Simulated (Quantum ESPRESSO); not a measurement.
Crystal: MgO.

```xyz
2
Lattice="0.0000 2.0970 2.0970 2.0970 0.0000 2.0970 2.0970 2.0970 0.0000" Properties=species:S:1:pos:R:3 pbc="T T T"
Mg    0.0000    0.0000    0.0000
O     2.0970    2.0970    2.0970
```

The cell is a database's computed one.

| Quantity | Value |
| --- | --- |
| Program | Quantum ESPRESSO 7.5 |
| Task | phonons |
| Functional | PBE |
| Potentials or basis | PseudoDojo 0.4.1 SR PBE standard |
| Cutoff | 1143 eV |
| Density cutoff | 4572 eV |
| k mesh | 6 × 6 × 6, shifted |
| Occupations | fermi-dirac, width 0.05 eV |
| Spin | no spin polarisation |
| Mixing beta | 0.5 |
| Most SCF iterations | 120 |
| SCF threshold | 4e-10 Ry |

The first run showed a gap, so the response started from a second, tighter run with fixed occupations.

Task: Which optical modes does the crystal have at the zone centre, and which show in infrared and Raman spectra?

Result: The optical modes are T1u. Infrared active: T1u. None is Raman active.

Optical modes at Γ, degenerate ones joined, polar ones without the macroscopic field:
```
cm⁻¹  components  symmetry  active in  IR intensity, summed ((D/Å)²/amu)
 409           3       T1u         IR                              28.23
```

Zone-centre frequencies without and with the macroscopic field along z (cm⁻¹):
|  | optical modes in rising order |
| --- | --- |
| without | 409 409 409 |
| with the field | 409 409 714 |

Born effective charge tensors (e):
atom 1, Mg
```
1.98 0.00 0.00
0.00 1.98 0.00
0.00 0.00 1.98
```
atom 2, O
```
-1.98  0.00  0.00
 0.00 -1.98  0.00
 0.00  0.00 -1.98
```

Electronic dielectric tensor:
```
3.18 0.00 0.00
0.00 3.18 0.00
0.00 0.00 3.18
```

Static dielectric tensor, electrons and zone-centre modes:
```
9.67 0.00 0.00
0.00 9.67 0.00
0.00 0.00 9.67
```

Caveat: the cell is more than 3 GPa from zero pressure, which shifts response properties; before the sum rule the acoustic modes lie tens of cm⁻¹ from zero, a sign that the density grid also shifts the optical modes.
